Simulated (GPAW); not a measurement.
The system is Al.

```
CELL_PARAMETERS angstrom
4.49160 0.00000 0.00000
-2.24580 3.88984 0.00000
0.00000 0.00000 2.72260
ATOMIC_POSITIONS crystal
Al 0.33333 0.66667 0.00000
Al 0.66666 0.33334 0.00000
```

The cell was built by a generator and needn't be a form met in nature.

Base run:

| Quantity | Value |
| --- | --- |
| Program | GPAW 26.7.0 |
| Functional | RPBE |
| Potentials or basis | the program's PAW data sets (release 1.2.1) made for this functional |
| Cutoff | 600 eV |
| Basis | pw |
| k mesh | 7 × 7 × 10 |
| Occupations | fermi-dirac, width 0.05 eV |
| Spin | no spin polarisation |

Its results: band gap on the k mesh none (metal or under the smearing width); pressure 2.8 GPa.

Task: After a change of settings the same cell gave: band gap on the k mesh none (metal or under the smearing width); pressure -0.5 GPa. Which change was it?
A. functional from RPBE to LDA
B. functional from RPBE to PBE; potentials or basis from the program's PAW data sets (release 1.2.1) made for this functional to GPAW PAW data sets (gpaw-data 1.2.1)
C. functional from RPBE to r2SCAN; potentials or basis from the program's PAW data sets (release 1.2.1) made for this functional to GPAW PAW data sets (gpaw-data 1.2.1)
D. functional from RPBE to PBEsol; potentials or basis from the program's PAW data sets (release 1.2.1) made for this functional to PAW data sets generated in the run's folder for this functional

Result: A.

LDA binds more tightly than RPBE, so the same cell stands under less pressure.
